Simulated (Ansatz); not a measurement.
# CoO and the effect of the functional

```
Co O
1.0
    -1.50800    1.50800    2.10725
     1.50800   -1.50800    2.10725
     1.50800    1.50800   -2.10725
Co O
1 1
Direct
  0.00000 0.00000 0.00000
  0.50000 0.50000 0.00000
```

Kept alike: task band structure; k mesh 12 × 12 × 12; occupations fermi-dirac, width 0.05 eV; collinear spin, ferromagnetic start. Program: Ansatz, Ansatz PAW. Cutoffs run from 420 to 500 eV. The mesh is that of the run's cell of 2 atoms. No spin-orbit coupling.

| functional | band gap (eV) | pressure (GPa) | largest site moment (μB) |
| --- | --- | --- | --- |
| LDA | 0.05 or less | -17.80 | 2.40 |
| PBE | 0.05 or less | 0.02 | 2.48 |
| PBEsol | 0.05 or less | -9.11 | 2.48 |
| r2SCAN | 0.339 | 0.27 | 2.59 |

Pressure is positive in compression, with a Pulay correction for the finite cutoff. Some runs ended in a lower symmetry than the others. A missing gap at this level doesn't show that the real crystal is a metal. The runs hold the magnetic state that their start led to, which needn't be the lowest. Gaps are the smaller of the mesh's and the band path's. Site moments count inside each atom's sphere or projector. All rows use potentials made for PBE.

**Question.** What does the functional change here?

**Answer.** The band gap runs from 0.05 or less (LDA; PBE; PBEsol) to 0.339 eV (r2SCAN). The pressure runs from -17.80 (LDA) to 0.27 GPa (r2SCAN). From PBE: LDA -17.82; PBEsol -9.13; r2SCAN +0.25. The largest site moment runs from 2.40 (LDA) to 2.59 μB (r2SCAN). From PBE: LDA -0.08; PBEsol +0.00; r2SCAN +0.11.
